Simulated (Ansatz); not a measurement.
**Sc under compression and expansion**

```cif
data_structure
_symmetry_space_group_name_H-M 'Fd-3m:1'
_symmetry_Int_Tables_number 227
_cell_length_a 6.4594
_cell_length_b 6.4594
_cell_length_c 6.4594
_cell_angle_alpha 90.000
_cell_angle_beta 90.000
_cell_angle_gamma 90.000
_cell_volume 269.52
loop_
_atom_site_label
_atom_site_type_symbol
_atom_site_symmetry_multiplicity
_atom_site_Wyckoff_symbol
_atom_site_fract_x
_atom_site_fract_y
_atom_site_fract_z
_atom_site_occupancy
Sc1 Sc 8 b 0.00000 0.00000 0.50000 1
```

The runs use the primitive cell with vectors (0.000, 3.230, 3.230), (3.230, 0.000, 3.230), (3.230, 3.230, 0.000) Å, to which the k mesh refers.

The cell was built from the diamond type and relaxed in the same program, and has space group Fd-3m; it needn't be a known or the stable phase.

All numbers are computed: DFT, PBE, all-electron LAPW, scalar-relativistic (Ansatz 0.2.0); DFT, PBE, PAW with Ansatz's default frozen-core files, scalar-relativistic (Ansatz 0.2.0).

For LAPW: a Γ-centred 10×10×10 k mesh, Fermi–Dirac smearing of 0.03 eV, basis error target 0.25 meV/atom, no spin polarisation. PAW takes a cutoff of 420 eV at this cell. The Ansatz runs share mesh, smearing and spin set-up. Plane-wave (PAW) pressures include the program's estimate of the Pulay term.

The cell above is scaled evenly, with fractional coordinates and shape held.

| V/V(cell) | V (Å³/atom) | P, LAPW (GPa) | P, PAW (GPa) |
| --- | --- | --- | --- |
| 0.9405 | 31.685 | 1.04 | 1.05 |
| 0.9700 | 32.679 | 0.43 | 0.43 |
| 1.0000 | 33.690 | 0.00 | 0.01 |
| 1.0300 | 34.700 | -0.18 | -0.17 |
| 1.0600 | 35.711 | -0.30 | -0.29 |
